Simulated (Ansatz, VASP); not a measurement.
# Mn in VASP and in Ansatz

```
Mn
1.0
     3.65689    0.00000    0.00000
    -1.82844    3.16696    0.00000
     0.00000    0.00000    4.34526
Mn
4
Direct
  0.00000 0.00000 0.25000
  0.00000 0.00000 0.75000
  0.33333 0.66667 0.75000
  0.66667 0.33333 0.25000
```

Alike in both runs: functional r2SCAN; k mesh 9 × 9 × 2; occupations gaussian, width 0.1 eV; collinear spin.

Ansatz relaxed the structure, and its values are those at the end. VASP's run is a single point on that final structure, the one shown.

|  | VASP | Ansatz |
| --- | --- | --- |
| version | VASP 6.6.1 | Ansatz 0.2.0 |
| potentials or method | VASP PAW PBE potentials, release 64 (Mn_pv) | scalar-relativistic, plane waves, PAW |
| plane-wave cutoff (eV) | 520 | 500 |
| valence electrons in the cell | 52 | 60 |

Ansatz gave:

- gap on the k mesh at the Fermi level (eV): none
- pressure (GPa): 0.0
- net moment per atom (μB): 0.00

Problem. Which values does VASP return?

Solution. gap on the k mesh at the Fermi level (eV): none; pressure (GPa): 1.2; net moment per atom (μB): 0.00.

A gap of «none» marks a metal or a gap that the smearing closes. With one functional, cell and mesh, what is left measures potentials, basis and numerics. The two sets of potentials don't hold the same shells in valence. Ansatz warned: «lower_free_energy_seen».

Caveats: the k mesh is coarse (spacing up to 0.72 Å⁻¹), so the values aren't converged; the PAW data sets were made with another functional, which shifts forces and pressure a little (VASP).
